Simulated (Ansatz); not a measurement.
# Si: relaxing the structure by PAW and LAPW

Where does Si settle (cell and atoms relaxed from 1.04 times the given volume), by PAW and LAPW? Both runs start alike, so that frozen cores can be judged against all electrons.

The COD entry's cell or inner coordinates are ideal or old and differ from later refinements, so a difference from it is no clean test against experiment.

Method: DFT LDA, scalar-relativistic, in Ansatz 0.2.0.

**1. The structure to begin with**

It takes space group Fd-3m (No. 227, cubic). The conventional cell has a = 5.499 Å, b = 5.499 Å, c = 5.499 Å, α = 90.00°, β = 90.00°, γ = 90.00°. Around Si (site symmetry -43m) lie 4 Si at 2.38 Å.

Structure file:

```cif
data_structure
_symmetry_space_group_name_H-M 'Fd-3m:1'
_symmetry_Int_Tables_number 227
_cell_length_a 5.4985
_cell_length_b 5.4985
_cell_length_c 5.4985
_cell_angle_alpha 90.000
_cell_angle_beta 90.000
_cell_angle_gamma 90.000
_cell_volume 166.24
loop_
_atom_site_label
_atom_site_type_symbol
_atom_site_symmetry_multiplicity
_atom_site_Wyckoff_symbol
_atom_site_fract_x
_atom_site_fract_y
_atom_site_fract_z
_atom_site_occupancy
Si1 Si 8 a 0.25000 0.25000 0.25000 1
```

The file gives the conventional cell by its symmetry; the runs use the cell typed in the input.

Atoms are numbered in the order of the input: Si1, Si2.

**2. PAW with frozen cores**

Contents of input.yaml:

```yaml
crystal:
  lattice:
    - [0.0, 2.7492688318, 2.7492688318]
    - [2.7492688318, 0.0, 2.7492688318]
    - [2.7492688318, 2.7492688318, 0.0]
  atoms:
    - { symbol: Si, position: [0.75, 0.75, 0.75] }
    - { symbol: Si, position: [0.5, 0.5, 0.5] }
kpoints:
  mp_grid: { grid: [11, 11, 11] }
scf:
  occupations: { method: fermi_dirac, width: 0.05 }
hamiltonian:
  xc: lda
  pseudopotentials: { kind: paw }
output:
  forces: true
  stress: true
  efg: { contact_densities: true }
relax:
  f_tol: 0.005
  max_steps: 80
  cell: {}
```

The run is started by

```sh
$ ansatz run input.yaml --threads 1 --pin off --max-ram 2048MiB --backend cpu --events-out ev --progress --plain --runs-dir out
```

What it wrote:

```text
Engine: ansatz 0.2.0
Pseudopotentials: kind: paw
Pseudopotential: Si, paw, valence charge 4, recommended cutoff 420 eV (normal)
Functional definition: SPW92
  exchange = slater_x
  correlation = pw_c
Crystal: 2 atoms, lattice volume = 41.561 Å³
Basis set: ecut = 420 eV, 869 PW (Γ)
Bands: 8, of which v1, the nominal top of the filled ones, is band 4 counted from 1 (3 counted from 0)
Symmetry: 48 space group operations
Space group: Fd-3m (ITA 227), of the structure as read, at distance tolerance 3.5e-5 Å
k-points: 56 of 1331
Non-local potential: Si, projectors of the file, l = 0: 2, l = 1: 2, l = 2: 2
PAW form: soft (Blöchl's): semilocal exchange-correlation on the pseudo side does not see the compensation charge
PAW frozen core: Si, regenerated for the run's functional, and the local potential with it (the file was generated under x = pbe(κ = 0.804, μ = 0.2195149727645171), c = pbe(β = 0.06672455060314922))
PAW one-centre angular grid: Si, 110 points (default); XC on 64 Gauss nodes
Initial density: superposition of atomic densities (neutral atoms: chi_scale 0, normalization atom), corrected by the library's trained network
Initial wavefunctions: pseudopotential atomic-orbital guess
Functional: x = slater, c = lda
SCF iter   1: F=—  HF=-1217.264920 eV  |F-HF|=—  |Δ(HF+E_count)|=         —  Δρ=4.46e-3  dr2=5.12e-3  ethr=1.77e-3  ⟨swp⟩=5.9  Hψ=3965  notcnv=0
preconditioner: auto → none  [insulator: Δε(μ)=0.556 eV  Ē_g=9.223 eV  σ=0.050 eV  W_gap=0.99  n_scr=8 (ndim 8)  ℏωp=16.3 eV  f_vac=0.000  D(μ)=0.00/eV (n_scr^D=0)  ε∞_Penn≈4.1]
SCF iter   2: F=—  HF=-1217.264355 eV  |F-HF|=—  |Δ(HF+E_count)|=   5.65e-4  Δρ=2.06e-3  dr2=1.09e-3  ethr=6.40e-5  ⟨swp⟩=1.5  Hψ=942  notcnv=0
SCF iter   3: F=—  HF=-1217.264177 eV  |F-HF|=—  |Δ(HF+E_count)|=   1.78e-4  Δρ=6.97e-5  dr2=2.08e-6  ethr=1.37e-5  ⟨swp⟩=1.0  Hψ=448  notcnv=0
SCF iter   4: F=—  HF=-1217.264179 eV  |F-HF|=—  |Δ(HF+E_count)|=   1.96e-6  Δρ=2.08e-5  dr2=1.08e-7  ethr=2.60e-8  ⟨swp⟩=2.0  Hψ=675  notcnv=0
iter 5 did not close the SCF: its close was put off for the readings that it lacked (scf_convergence_deferred on its scf_iter line)
SCF iter   5: F=-1217.264179 eV  HF=-1217.264179 eV  |F-HF|=4.26e-9  |Δ(HF+E_count)|=   1.96e-8  Δρ=7.33e-6  dr2=1.37e-8  ethr=1.35e-9  ⟨swp⟩=1.5  Hψ=501  notcnv=0
SCF iter   6: F=-1217.264179 eV  HF=-1217.264179 eV  |F-HF|=2.77e-11  |Δ(HF+E_count)|=   3.10e-9  Δρ=5.52e-7  dr2=7.99e-11  ethr=1.71e-10  ⟨swp⟩=1.8  Hψ=1385  notcnv=0
SCF 1 converged in 6 iterations: F = -1217.264179 eV  dr2 = 7.99e-11
relax step   1: F+E_penalty+E_count = -1217.26417888 eV  Δ(F+E_penalty+E_count) = +0.000e0 eV  max|allowed force component| = 8.095e-18 eV/Å  Δτ_max = 0.0000 Å  P = -4.575 GPa  Ω = 41.561 Å³  (6 SCF iters, dr2 threshold 1.00e-7 eV, accepted)
Crystal: 2 atoms, lattice volume = 39.868 Å³
Basis set: ecut = 420 eV, 749 PW (Γ)
Initial density: handed on by an earlier stage of this run
Initial wavefunctions: those handed on with the density
iter 1 solved again at ethr=4.73e-5 eV; its pass at ethr=3.10e-3 eV (dr2=3.78e-3 eV) is discarded
SCF iter   1: F=—  HF=-1217.296758 eV  |F-HF|=—  |Δ(HF+E_count)|=         —  Δρ=2.60e-3  dr2=3.88e-3  ethr=4.73e-5  ⟨swp⟩=1.0  Hψ=4380  notcnv=0
preconditioner: auto → none  [insulator: Δε(μ)=0.519 eV  Ē_g=9.437 eV  σ=0.050 eV  W_gap=0.99  n_scr=8 (ndim 8)  ℏωp=16.6 eV  f_vac=0.000  D(μ)=0.00/eV (n_scr^D=0)  ε∞_Penn≈4.1]
SCF iter   2: F=—  HF=-1217.295304 eV  |F-HF|=—  |Δ(HF+E_count)|=   1.45e-3  Δρ=9.13e-4  dr2=4.10e-4  ethr=4.73e-5  ⟨swp⟩=2.0  Hψ=661  notcnv=0
SCF iter   3: F=—  HF=-1217.295149 eV  |F-HF|=—  |Δ(HF+E_count)|=   1.55e-4  Δρ=1.16e-4  dr2=3.85e-6  ethr=5.12e-6  ⟨swp⟩=2.0  Hψ=672  notcnv=0
SCF iter   4: F=—  HF=-1217.295147 eV  |F-HF|=—  |Δ(HF+E_count)|=   2.04e-6  Δρ=3.90e-6  dr2=4.24e-9  ethr=2.50e-9  ⟨swp⟩=4.8  Hψ=1411  notcnv=0
SCF iter   5: F=-1217.295147 eV  HF=-1217.295147 eV  |F-HF|=3.41e-11  |Δ(HF+E_count)|=   2.15e-9  Δρ=6.44e-7  dr2=7.69e-11  ethr=5.29e-11  ⟨swp⟩=1.0  Hψ=1350  notcnv=0
SCF 2 converged in 5 iterations: F = -1217.295147 eV  dr2 = 7.69e-11
relax step   2: F+E_penalty+E_count = -1217.29514712 eV  Δ(F+E_penalty+E_count) = -3.097e-2 eV  max|allowed force component| = 5.725e-17 eV/Å  Δτ_max = 0.0000 Å  P = -1.077 GPa  Ω = 39.868 Å³  energy of the carried Pulay correction = +4.248e-4 eV  (5 SCF iters, dr2 threshold 2.00e-7 eV, accepted)
Crystal: 2 atoms, lattice volume = 39.375 Å³
iter 1 solved again at ethr=4.37e-6 eV; its pass at ethr=3.10e-3 eV (dr2=3.50e-4 eV) is discarded
SCF iter   1: F=—  HF=-1217.296944 eV  |F-HF|=—  |Δ(HF+E_count)|=         —  Δρ=7.97e-4  dr2=3.63e-4  ethr=4.37e-6  ⟨swp⟩=2.0  Hψ=4062  notcnv=0
preconditioner: auto → none  [insulator: Δε(μ)=0.474 eV  Ē_g=9.489 eV  σ=0.050 eV  W_gap=0.98  n_scr=8 (ndim 8)  ℏωp=16.7 eV  f_vac=0.000  D(μ)=0.00/eV (n_scr^D=0)  ε∞_Penn≈4.1]
SCF iter   2: F=—  HF=-1217.296807 eV  |F-HF|=—  |Δ(HF+E_count)|=   1.37e-4  Δρ=2.81e-4  dr2=3.86e-5  ethr=4.37e-6  ⟨swp⟩=2.0  Hψ=640  notcnv=0
SCF iter   3: F=—  HF=-1217.296796 eV  |F-HF|=—  |Δ(HF+E_count)|=   1.11e-5  Δρ=3.55e-5  dr2=3.55e-7  ethr=4.83e-7  ⟨swp⟩=2.0  Hψ=672  notcnv=0
SCF iter   4: F=-1217.296796 eV  HF=-1217.296796 eV  |F-HF|=9.25e-11  |Δ(HF+E_count)|=   6.51e-8  Δρ=1.39e-6  dr2=7.21e-10  ethr=2.50e-9  ⟨swp⟩=4.0  Hψ=1345  notcnv=0
SCF 3 converged in 4 iterations: F = -1217.296796 eV  dr2 = 7.21e-10
relax step   3: F+E_penalty+E_count = -1217.29679606 eV  Δ(F+E_penalty+E_count) = -1.649e-3 eV  max|allowed force component| = 2.082e-17 eV/Å  Δτ_max = 0.0000 Å  P = +0.101 GPa  Ω = 39.375 Å³  energy of the carried Pulay correction = +5.520e-4 eV  (4 SCF iters, dr2 threshold 2.00e-7 eV, accepted)
Crystal: 2 atoms, lattice volume = 39.416 Å³
iter 1 solved again at ethr=2.95e-8 eV; its pass at ethr=3.10e-3 eV (dr2=2.36e-6 eV) is discarded
SCF iter   1: F=—  HF=-1217.296800 eV  |F-HF|=—  |Δ(HF+E_count)|=         —  Δρ=6.55e-5  dr2=2.44e-6  ethr=2.95e-8  ⟨swp⟩=1.9  Hψ=4061  notcnv=0
preconditioner: auto → none  [insulator: Δε(μ)=0.464 eV  Ē_g=9.480 eV  σ=0.050 eV  W_gap=0.98  n_scr=8 (ndim 8)  ℏωp=16.7 eV  f_vac=0.000  D(μ)=0.00/eV (n_scr^D=0)  ε∞_Penn≈4.1]
SCF iter   2: F=—  HF=-1217.296799 eV  |F-HF|=—  |Δ(HF+E_count)|=   9.22e-7  Δρ=2.30e-5  dr2=2.58e-7  ethr=2.95e-8  ⟨swp⟩=2.0  Hψ=644  notcnv=0
SCF iter   3: F=-1217.296799 eV  HF=-1217.296799 eV  |F-HF|=6.74e-10  |Δ(HF+E_count)|=   1.00e-7  Δρ=2.83e-6  dr2=2.27e-9  ethr=3.19e-10  ⟨swp⟩=3.0  Hψ=1788  notcnv=0
SCF 4 converged in 3 iterations: F = -1217.296799 eV  dr2 = 2.27e-9
relax step   4: F+E_penalty+E_count = -1217.29679851 eV  Δ(F+E_penalty+E_count) = -2.450e-6 eV  max|allowed force component| = 5.262e-17 eV/Å  Δτ_max = 0.0000 Å  P = +0.002 GPa  Ω = 39.416 Å³  energy of the carried Pulay correction = +5.415e-4 eV  (3 SCF iters, dr2 threshold 2.55e-8 eV, accepted)
Initial wavefunctions: pseudopotential atomic-orbital guess (no wavefunctions were taken with the density)
iter 1 solved again at ethr=9.64e-8 eV; its pass at ethr=3.10e-3 eV (dr2=7.71e-6 eV) is discarded
SCF iter   1: F=—  HF=-1217.296365 eV  |F-HF|=—  |Δ(HF+E_count)|=         —  Δρ=3.96e-5  dr2=4.77e-8  ethr=9.64e-8  ⟨swp⟩=3.0  Hψ=5359  notcnv=0
preconditioner: auto → none  [insulator: Δε(μ)=0.465 eV  Ē_g=9.480 eV  σ=0.050 eV  W_gap=0.98  n_scr=8 (ndim 8)  ℏωp=16.7 eV  f_vac=0.000  D(μ)=0.00/eV (n_scr^D=0)  ε∞_Penn≈4.1]
SCF iter   2: F=—  HF=-1217.296367 eV  |F-HF|=—  |Δ(HF+E_count)|=   2.89e-6  Δρ=1.99e-5  dr2=1.19e-8  ethr=5.96e-10  ⟨swp⟩=1.4  Hψ=484  notcnv=0
SCF iter   3: F=-1217.296367 eV  HF=-1217.296367 eV  |F-HF|=4.55e-13  |Δ(HF+E_count)|=   6.27e-8  Δρ=1.43e-7  dr2=3.07e-12  ethr=1.00e-12  ⟨swp⟩=5.2  Hψ=2074  notcnv=0
SCF 5 converged in 3 iterations: F = -1217.296367 eV  dr2 = 3.07e-12
relax step   5: F+E_penalty+E_count = -1217.29636747 eV  Δ(F+E_penalty+E_count) = +4.310e-4 eV  max|allowed force component| = 8.500e-17 eV/Å  Δτ_max = 0.0000 Å  P = -0.014 GPa  Ω = 39.416 Å³  stress off target by 1.45e-2 GPa  SCF on the basis re-selected at this cell (its energy is not comparable with the rows above)  (3 SCF iters)
basis re-selected at this cell: Δ(F+E_penalty+E_count) = +4.310e-4 eV, ΔP = -0.016 GPa vs the last step (what re-selecting the basis moved, of the pressure what is left beyond the Pulay correction that the steps carried, after the strain that the cell walked since its last selection, with what the two solves' SCF thresholds leave and, on support functions, any second-order correction that the steps lacked; it is no measure of the basis error at this ecutwfc). This SCF's stress stands 1.45e-2 GPa from its target on what of the cell is left free (relax.cell.stress_tol is 5.00e-2 GPa) and its largest allowed force component is 8.50e-17 eV/Å (relax.f_tol is 5.00e-3 eV/Å): within both
SCF converged after 3 iterations
Free energy (F): -1217.296367 eV
Harris-Foulkes:  -1217.296367 eV  (|F-HF|=4.55e-13)
Internal energy: -1217.296313 eV  (E = F + TS)
E sigma→0 (E₀):  -1217.296340 eV
Entropy (-TS):   -0.000055 eV (-0.027 meV/atom)
Fermi energy:    6.431548 eV
--- Per-component energies (eV) ---
  E_band       = 8.783267
  E_kinetic    = 81.462185
  E_local      = -55.925445  (includes V_loc(G=0)·N_el)
  E_nonlocal   = 54.265761
  E_hartree    = 14.688600
  E_xc         = -109.857636
  E_vxc        = -94.571359  (∫ρ·V_xc dr)
  E_paw        = -972.363904  (= ΣΔE_a)
  E_vpaw       = -5.825094  (= ΣTr[D̂ρ^β])
  E_aug_tail   = 0.000011  (compensation charges beyond the density's cutoff)
  E_ewald      = -229.734546
  E_core_change = 0.168661  (= ΣΔE_core)
  E_smearing   = -0.000055  (= −TS)
  E_closure    = -0.000000  (closes the sum)
  Σ components = -1217.296367   (vs F -1217.296367, Δ=0.00e0)
--- Forces (eV/Å), atoms counted from 1 ---
  atom   1  Si    -0.00000000     0.00000000     0.00000000
  atom   2  Si     0.00000000     0.00000000    -0.00000000
  max |Σ_I F_I| component: 4.05e-17 eV/Å
--- Stress (GPa, compression-positive) ---
       -0.014476      -0.000000      -0.000000
       -0.000000      -0.014476      -0.000000
       -0.000000       0.000000      -0.014476
  P = ⅓ Tr σ = -0.0145 GPa (-0.145 kbar)
--- PAW observables at the nuclei: V_zz in 10²¹ V/m², potentials from the cell's mean, atoms counted from 1 ---
  atom   1  Si V_zz =    -0.000000   η = 0.0000   by run symmetry: forbidden
            electrostatic potential = -1358.982745 V   contact ρ = 12691.974326 e/Å³
  atom   2  Si V_zz =    +0.000000   η = 0.0000   by run symmetry: forbidden
            electrostatic potential = -1358.982745 V   contact ρ = 12691.974326 e/Å³
--- Relaxed structure (4 steps of the walk, 4 accepted, 1 SCFs on fresh bases) ---
  F+E_penalty+E_count = -1217.29636747 eV   max|allowed force component| = 8.500e-17 eV/Å   (the final SCF, on the basis selected at the relaxed cell)
  cell:  # Å, volume = 39.4156 Å³
    - [-5.079448992390515e-34, 2.7011342822764055, 2.7011342822764055]
    - [2.7011342822764055, 1.4282964726808173e-33, 2.7011342822764055]
    - [2.7011342822764055, 2.7011342822764055, 7.133520846053826e-34]
  atoms:
    - { symbol: Si, position: [0.7499999999999999, 0.7499999999999999, 0.7499999999999999] }
    - { symbol: Si, position: [0.5, 0.5, 0.5] }
```

Run time: 4.3 s. Hardware: 1 thread of Arm Neoverse V2, shared host.

The steps of the relaxation:

| step | energy from step 1 (eV/cell) | largest force component (eV/Å) | pressure (GPa) | volume (Å³) |
| --- | --- | --- | --- | --- |
| 1 | 0.0000 | 0.0000 | -4.58 | 41.56 |
| 2 | -0.0310 | 0.0000 | -1.08 | 39.87 |
| 3 | -0.0326 | 0.0000 | 0.10 | 39.38 |
| 4 | -0.0326 | 0.0000 | 0.00 | 39.42 |
| 5 | -0.0322 | 0.0000 | -0.01 | 39.42 |

Step 1 is the start. Step 5 repeats the geometry before on a plane-wave basis chosen anew for that cell, so the energy can jump there without any move; the table keeps such jumps.

| input's cell | before | after | change |
| --- | --- | --- | --- |
| a (Å) | 3.888 | 3.820 | -1.8 % |
| b (Å) | 3.888 | 3.820 | -1.8 % |
| c (Å) | 3.888 | 3.820 | -1.8 % |
| volume (Å³/atom) | 20.78 | 19.71 | -5.2 % |

[end of part 1 of 2]
